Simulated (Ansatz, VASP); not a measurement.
**Hf: VASP beside Ansatz**

INCAR

```
PREC     = Accurate       # precision mode
ENCUT    = 520            # plane-wave cutoff, eV
EDIFF    = 1E-7           # SCF threshold, eV
ISMEAR   = -1             # smearing method
SIGMA    = 0.05           # smearing width, eV
LREAL    = False          # projectors in reciprocal space
LASPH    = True           # aspherical terms in the spheres
NELM     = 60             # most SCF steps
ALGO     = Normal         # electronic algorithm
ISIF     = 2              # what is computed and relaxed
LWAVE    = False          # write WAVECAR
LCHARG   = False          # write CHGCAR
GGA      = PE             # functional
NBANDS   = 17             # bands
```

File KPOINTS:

```
Automatic mesh
0
Gamma
  10 10 5
```

POSCAR

```
Hf
1.0
    3.1967000000      0.0000000000      0.0000000000
   -1.5983500000      2.7684234083      0.0000000000
    0.0000000000      0.0000000000      5.0578000000
Hf
2
Direct
    0.6666666667      0.3333333333      0.7500000000
    0.3333333333      0.6666666667      0.2500000000
```

Contents of input.yaml:

```yaml
crystal:
  lattice:
    - [3.1967, 0.0, 0.0]
    - [-1.59835, 2.7684234083, 0.0]
    - [0.0, 0.0, 5.0578]
  atoms:
    - { symbol: Hf, position: [0.6666666667, 0.3333333333, 0.75] }
    - { symbol: Hf, position: [0.3333333333, 0.6666666667, 0.25] }
hamiltonian:
  xc: pbe
  pseudopotentials: { kind: paw }
kpoints:
  mp_grid: { grid: [10, 10, 5] }
scf:
  occupations: { method: fermi_dirac, width: 0.05 }
output:
  forces: true
  stress: true
  eigenvalues: true
```

Alike in both runs: task single point; functional PBE; k mesh 10 × 10 × 5; occupations fermi-dirac, width 0.05 eV; no spin polarisation.

```csv
,VASP,Ansatz
version,VASP 6.6.1,Ansatz 0.2.0
potentials or method,"VASP PAW PBE potentials, release 64 (Hf_pv)",Ansatz PAW
plane-wave cutoff (eV),520,420
valence electrons in the cell,20,52
```

```tsv
	VASP	Ansatz	Ansatz less VASP
gap on the k mesh at the Fermi level (eV)	none	none	-
pressure (GPa)	0.2	0.6	+0.44
largest component of the traceless stress (GPa)	0.29	0.23	-0.062
```

A gap of «none» marks a metal or a gap that the smearing closes. With one functional, cell and mesh, what is left measures potentials, basis and numerics. The two sets of potentials don't hold the same shells in valence.

Spin-orbit coupling is left out, which matters for the levels of Hf.
